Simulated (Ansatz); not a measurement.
# Co: the cost of one run

Computed with Ansatz 0.2.0 (DFT r2SCAN, PAW, plane waves, scalar-relativistic, unless a step's input says otherwise).

The COD cell was measured well above room temperature, so it is larger than a cold one.

**1. The system as given**

The structure is cubic, space group Fm-3m (No. 225). Conventional cell: a = 3.590 Å, b = 3.590 Å, c = 3.590 Å, α = 90.00°, β = 90.00°, γ = 90.00°. Co (site symmetry m-3m) has 12 Co at 2.54 Å as nearest neighbours.

As a file:

```
CELL_PARAMETERS angstrom
0.00000 3.59000 3.59000
1.79500 0.00000 1.79500
1.79500 1.79500 0.00000
ATOMIC_POSITIONS crystal
Co 0.00000 0.00000 0.00000
Co 0.50000 0.00000 0.00000
```

In tables a label like Co2 counts atoms in the order of input.yaml; a structure file may count by element.

Known so far: 8 plain starts ended in 3 states. The lowest came from “spin on, no moments given (the program may seed its own), plain SCF”: ferromagnetic, site moments Co1 1.96, Co2 1.96 μB, total 3.69 μB per cell, no gap on the k-mesh, free energy -10263.0717 eV.

Runs to come: parallel moments, default search for lower states; opposed moments +-, default search for lower states; the moments typed in its input, symmetry off, plain SCF; the moments typed in its input, standard search for lower states; the moments typed in its input, symmetry off, default search.

“Plain SCF” means no search for lower states. The default search lets the program follow hints of a lower state (another filling of open shells, a soft direction), where it sees any. The standard and full searches may also try other magnetic orders and fillings, and need not reach the lowest state. With a search on, the program may also reshape the start on open shells. Ends within 0.2 meV/atom and 0.1 μB count as one state.

Moments by site are taken inside atomic spheres; the rest lies between them.

**2. Parallel moments, default search for lower states**

Input file input.yaml:

```yaml
crystal:
  lattice:
    - [0.0, 3.59, 3.59]
    - [1.795, 0.0, 1.795]
    - [1.795, 1.795, 0.0]
  atoms:
    - { symbol: Co, position: [0.0, 0.0, 0.0], spin: 3.0 }
    - { symbol: Co, position: [0.5, 0.0, 0.0], spin: 3.0 }
magnetization:
  spin_polarized: true
hamiltonian:
  xc: r2scan
  pseudopotentials: { kind: paw }
basis:
  ecutwfc: 500
kpoints:
  mp_grid: { grid: [6, 12, 12] }
scf:
  occupations: { method: fermi_dirac, width: 0.1 }
output:
  forces: true
  stress: true
```

**Question.** How long does this run take on 2 threads of an x86-64 CPU, shared host, and how much memory does it need?

About 14 s, with a peak of 0.52 GiB.
